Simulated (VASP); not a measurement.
# WC (Fd-3m) in VASP: further runs, part 2 of 2

VASP 6.6.1.

### Step 3. Band structure, PBE

File POSCAR:

```
WC
1.0
    0.0000000000      2.8868000000      2.8868000000
    2.8868000000      0.0000000000      2.8868000000
    2.8868000000      2.8868000000      0.0000000000
W C
2 2
Direct
    0.5000000000      0.5000000000      0.5000000000
    0.7500000000      0.7500000000      0.7500000000
    0.0000000000      0.0000000000      0.0000000000
    0.2500000000      0.2500000000      0.2500000000
```

File INCAR.step1:

```
SYSTEM = WC
ALGO     = Fast           ! electronic algorithm
EDIFF    = 1E-6           ! SCF threshold, eV
ENCUT    = 520            ! plane-wave cutoff, eV
GGA      = PE             ! functional
ISIF     = 2              ! what is computed and relaxed
ISMEAR   = -1             ! smearing method
LASPH    = .TRUE.         ! aspherical terms in the spheres
LCHARG   = .TRUE.         ! write CHGCAR
LMAXMIX  = 4              ! l up to which the mixer works
LREAL    = .FALSE.        ! projectors in reciprocal space
LWAVE    = .FALSE.        ! write WAVECAR
NELM     = 80             ! most SCF steps
PREC     = Accurate       ! precision mode
SIGMA    = 0.05           ! smearing width, eV
```

File KPOINTS.step1:

```
k-points
0
G
  6 6 6
  0 0 0
```

File INCAR.step2:

```
SYSTEM = WC
ALGO     = Fast           ! electronic algorithm
EDIFF    = 1E-6           ! SCF threshold, eV
ENCUT    = 520            ! plane-wave cutoff, eV
GGA      = PE             ! functional
ICHARG   = 11             ! starting density
ISIF     = 2              ! what is computed and relaxed
ISMEAR   = 0              ! smearing method
LASPH    = .TRUE.         ! aspherical terms in the spheres
LCHARG   = .FALSE.        ! write CHGCAR
LMAXMIX  = 4              ! l up to which the mixer works
LREAL    = .FALSE.        ! projectors in reciprocal space
LWAVE    = .FALSE.        ! write WAVECAR
NELM     = 80             ! most SCF steps
PREC     = Accurate       ! precision mode
SIGMA    = 0.05           ! smearing width, eV
```

File KPOINTS.step2:

```
path GXWKGLUWLK,UX
10
line-mode
reciprocal
 0.0000000000  0.0000000000  0.0000000000  G
 0.5000000000  0.0000000000  0.5000000000  X

 0.5000000000  0.0000000000  0.5000000000  X
 0.5000000000  0.2500000000  0.7500000000  W

 0.5000000000  0.2500000000  0.7500000000  W
 0.3750000000  0.3750000000  0.7500000000  K

 0.3750000000  0.3750000000  0.7500000000  K
 0.0000000000  0.0000000000  0.0000000000  G

 0.0000000000  0.0000000000  0.0000000000  G
 0.5000000000  0.5000000000  0.5000000000  L

 0.5000000000  0.5000000000  0.5000000000  L
 0.6250000000  0.2500000000  0.6250000000  U

 0.6250000000  0.2500000000  0.6250000000  U
 0.5000000000  0.2500000000  0.7500000000  W

 0.5000000000  0.2500000000  0.7500000000  W
 0.5000000000  0.5000000000  0.5000000000  L

 0.5000000000  0.5000000000  0.5000000000  L
 0.3750000000  0.3750000000  0.7500000000  K

 0.6250000000  0.2500000000  0.6250000000  U
 0.5000000000  0.0000000000  0.5000000000  X
```

Potentials or basis: VASP PAW PBE potentials, release 64 (W_sv, C).

The run is started by

```sh
> cat potpaw_PBE.64/W_sv/POTCAR potpaw_PBE.64/C/POTCAR > POTCAR
> cp INCAR.step1 INCAR
> cp KPOINTS.step1 KPOINTS
> mpirun -np 1 vasp_std > vasp.out
> cp INCAR.step2 INCAR
> cp KPOINTS.step2 KPOINTS
> mpirun -np 1 vasp_std > vasp.out
```

It took 49 s on 1 thread of Intel Xeon 6975P-C (Granite Rapids), shared host; peak memory 0.22 GiB.

It converged, with:

| Item | Value |
| --- | --- |
| Band gap along the path | none (metal or under the smearing width) |

Levels at the corners of the path, in eV from the Fermi level:
| point | band 14 | band 15 | band 16 | band 17 | band 18 | band 19 | band 20 | band 21 | band 22 |
| --- | --- | --- | --- | --- | --- | --- | --- | --- | --- |
| Γ | -3.39 | -3.39 | -2.93 | -2.93 | -2.93 | 1.03 | 1.38 | 1.38 | 1.38 |
| X | -4.30 | -1.71 | -1.71 | -0.42 | -0.42 | -0.19 | -0.19 | 0.37 | 0.37 |
| X | -4.30 | -1.71 | -1.71 | -0.42 | -0.42 | -0.19 | -0.19 | 0.37 | 0.37 |
| W | -3.32 | -2.30 | -2.30 | -0.95 | -0.95 | 0.50 | 0.50 | 1.66 | 1.66 |
| W | -3.32 | -2.30 | -2.30 | -0.95 | -0.95 | 0.50 | 0.50 | 1.66 | 1.66 |
| K | -2.64 | -2.16 | -1.84 | -1.49 | -1.47 | 0.50 | 0.87 | 0.97 | 1.98 |
| K | -2.64 | -2.16 | -1.84 | -1.49 | -1.47 | 0.50 | 0.87 | 0.97 | 1.98 |
| Γ | -3.39 | -3.39 | -2.93 | -2.93 | -2.93 | 1.03 | 1.38 | 1.38 | 1.38 |
| Γ | -3.39 | -3.39 | -2.93 | -2.93 | -2.93 | 1.03 | 1.38 | 1.38 | 1.38 |
| L | -3.32 | -3.32 | -2.36 | 0.44 | 0.44 | 1.57 | 1.57 | 1.60 | 2.35 |
| L | -3.32 | -3.32 | -2.36 | 0.44 | 0.44 | 1.57 | 1.57 | 1.60 | 2.35 |
| U | -2.64 | -2.16 | -1.84 | -1.49 | -1.47 | 0.50 | 0.87 | 0.97 | 1.98 |
| U | -2.64 | -2.16 | -1.84 | -1.49 | -1.47 | 0.50 | 0.87 | 0.97 | 1.98 |
| W | -3.32 | -2.30 | -2.30 | -0.95 | -0.95 | 0.50 | 0.50 | 1.66 | 1.66 |
| W | -3.32 | -2.30 | -2.30 | -0.95 | -0.95 | 0.50 | 0.50 | 1.66 | 1.66 |
| L | -3.32 | -3.32 | -2.36 | 0.44 | 0.44 | 1.57 | 1.57 | 1.60 | 2.35 |
| L | -3.32 | -3.32 | -2.36 | 0.44 | 0.44 | 1.57 | 1.57 | 1.60 | 2.35 |
| K | -2.64 | -2.16 | -1.84 | -1.49 | -1.47 | 0.50 | 0.87 | 0.97 | 1.98 |
| U | -2.64 | -2.16 | -1.84 | -1.49 | -1.47 | 0.50 | 0.87 | 0.97 | 1.98 |
| X | -4.30 | -1.71 | -1.71 | -0.42 | -0.42 | -0.19 | -0.19 | 0.37 | 0.37 |

Caveat: the log is that of the step along the path at fixed density, whose energy, stress, charges and moments have no meaning; spin-orbit coupling is left out, which moves the levels of the heavy elements.

### Step 4. Band structure, PBEsol

POSCAR is that of step 3.

INCAR.step1, as its differences from that of step 3:

```diff
@@ -4,3 +4,3 @@
 ENCUT    = 520            ! plane-wave cutoff, eV
-GGA      = PE             ! functional
+GGA      = PS             ! functional
 ISIF     = 2              ! what is computed and relaxed
```

KPOINTS.step1 is that of step 3.

INCAR.step2, as its differences from that of step 3:

```diff
@@ -4,3 +4,3 @@
 ENCUT    = 520            ! plane-wave cutoff, eV
-GGA      = PE             ! functional
+GGA      = PS             ! functional
 ICHARG   = 11             ! starting density
```

KPOINTS.step2 is that of step 3.

The run is started by

```sh
> cat potpaw_PBE.64/W_sv/POTCAR potpaw_PBE.64/C/POTCAR > POTCAR
> cp INCAR.step1 INCAR
> cp KPOINTS.step1 KPOINTS
> mpirun -np 1 vasp_std > vasp.out
> cp INCAR.step2 INCAR
> cp KPOINTS.step2 KPOINTS
> mpirun -np 1 vasp_std > vasp.out
```

Run time: 49 s. Hardware: 1 thread of Intel Xeon 6975P-C (Granite Rapids), shared host; peak memory 0.22 GiB.

Results (log left out):

```yaml
Band_gap_along_the_path: none (metal or under the smearing width)
```

Levels at the corners of the path, in eV from the Fermi level:
```
point  band 16  band 17  band 18  band 19  band 20  band 21
    Γ    -2.95    -2.95    -2.95     1.04     1.41     1.41
    X    -1.70    -0.40    -0.40    -0.22    -0.22     0.38
    X    -1.70    -0.40    -0.40    -0.22    -0.22     0.38
    W    -2.29    -0.94    -0.94     0.48     0.48     1.64
    W    -2.29    -0.94    -0.94     0.48     0.48     1.64
    K    -1.83    -1.49    -1.49     0.51     0.86     0.94
    K    -1.83    -1.49    -1.49     0.51     0.86     0.94
    Γ    -2.95    -2.95    -2.95     1.04     1.41     1.41
    Γ    -2.95    -2.95    -2.95     1.04     1.41     1.41
    L    -2.37     0.44     0.44     1.56     1.56     1.64
    L    -2.37     0.44     0.44     1.56     1.56     1.64
    U    -1.83    -1.49    -1.49     0.51     0.86     0.94
    U    -1.83    -1.49    -1.49     0.51     0.86     0.94
    W    -2.29    -0.94    -0.94     0.48     0.48     1.64
    W    -2.29    -0.94    -0.94     0.48     0.48     1.64
    L    -2.37     0.44     0.44     1.56     1.56     1.64
    L    -2.37     0.44     0.44     1.56     1.56     1.64
    K    -1.83    -1.49    -1.49     0.51     0.86     0.94
    U    -1.83    -1.49    -1.49     0.51     0.86     0.94
    X    -1.70    -0.40    -0.40    -0.22    -0.22     0.38
```

Caveat: the log is that of the step along the path at fixed density, whose energy, stress, charges and moments have no meaning; spin-orbit coupling is left out, which moves the levels of the heavy elements.

### Step 5. Band structure, RPBE

POSCAR is that of step 4.

INCAR.step1, as its differences from that of step 4:

```diff
@@ -4,3 +4,3 @@
 ENCUT    = 520            ! plane-wave cutoff, eV
-GGA      = PS             ! functional
+GGA      = RP             ! functional
 ISIF     = 2              ! what is computed and relaxed
```

KPOINTS.step1 is that of step 4.

INCAR.step2, as its differences from that of step 4:

```diff
@@ -4,3 +4,3 @@
 ENCUT    = 520            ! plane-wave cutoff, eV
-GGA      = PS             ! functional
+GGA      = RP             ! functional
 ICHARG   = 11             ! starting density
```

KPOINTS.step2 is that of step 4.

The run is started by

```sh
> cat potpaw_PBE.64/W_sv/POTCAR potpaw_PBE.64/C/POTCAR > POTCAR
> cp INCAR.step1 INCAR
> cp KPOINTS.step1 KPOINTS
> mpirun -np 1 vasp_std > vasp.out
> cp INCAR.step2 INCAR
> cp KPOINTS.step2 KPOINTS
> mpirun -np 1 vasp_std > vasp.out
```

It took 50 s on 1 thread of Intel Xeon 6975P-C (Granite Rapids), shared host; peak memory 0.22 GiB.

It converged, with:

```
Band gap along the path : none (metal or under the smearing width)
```

Levels at the corners of the path, in eV from the Fermi level:
| point | band 15 | band 16 | band 17 | band 18 | band 19 | band 20 | band 21 | band 22 |
| --- | --- | --- | --- | --- | --- | --- | --- | --- |
| Γ | -3.38 | -2.94 | -2.94 | -2.94 | 1.02 | 1.38 | 1.38 | 1.38 |
| X | -1.72 | -1.72 | -0.43 | -0.43 | -0.17 | -0.17 | 0.38 | 0.38 |
| X | -1.72 | -1.72 | -0.43 | -0.43 | -0.17 | -0.17 | 0.38 | 0.38 |
| W | -2.32 | -2.32 | -0.96 | -0.96 | 0.51 | 0.51 | 1.67 | 1.67 |
| W | -2.32 | -2.32 | -0.96 | -0.96 | 0.51 | 0.51 | 1.67 | 1.67 |
| K | -2.17 | -1.86 | -1.50 | -1.46 | 0.49 | 0.88 | 0.98 | 2.00 |
| K | -2.17 | -1.86 | -1.50 | -1.46 | 0.49 | 0.88 | 0.98 | 1.99 |
| Γ | -3.38 | -2.94 | -2.94 | -2.94 | 1.02 | 1.38 | 1.38 | 1.38 |
| Γ | -3.38 | -2.94 | -2.94 | -2.94 | 1.02 | 1.38 | 1.38 | 1.38 |
| L | -3.33 | -2.37 | 0.44 | 0.44 | 1.59 | 1.59 | 1.61 | 2.35 |
| L | -3.33 | -2.37 | 0.44 | 0.44 | 1.59 | 1.59 | 1.61 | 2.35 |
| U | -2.17 | -1.86 | -1.50 | -1.46 | 0.49 | 0.88 | 0.98 | 2.00 |
| U | -2.17 | -1.86 | -1.50 | -1.46 | 0.49 | 0.88 | 0.98 | 1.99 |
| W | -2.32 | -2.32 | -0.96 | -0.96 | 0.51 | 0.51 | 1.67 | 1.67 |
| W | -2.32 | -2.32 | -0.96 | -0.96 | 0.51 | 0.51 | 1.67 | 1.67 |
| L | -3.33 | -2.37 | 0.44 | 0.44 | 1.59 | 1.59 | 1.61 | 2.35 |
| L | -3.33 | -2.37 | 0.44 | 0.44 | 1.59 | 1.59 | 1.61 | 2.35 |
| K | -2.17 | -1.86 | -1.50 | -1.46 | 0.49 | 0.88 | 0.98 | 1.99 |
| U | -2.17 | -1.86 | -1.50 | -1.46 | 0.49 | 0.88 | 0.98 | 1.99 |
| X | -1.72 | -1.72 | -0.43 | -0.43 | -0.17 | -0.17 | 0.38 | 0.38 |

Caveat: the log is that of the step along the path at fixed density, whose energy, stress, charges and moments have no meaning; spin-orbit coupling is left out, which moves the levels of the heavy elements.
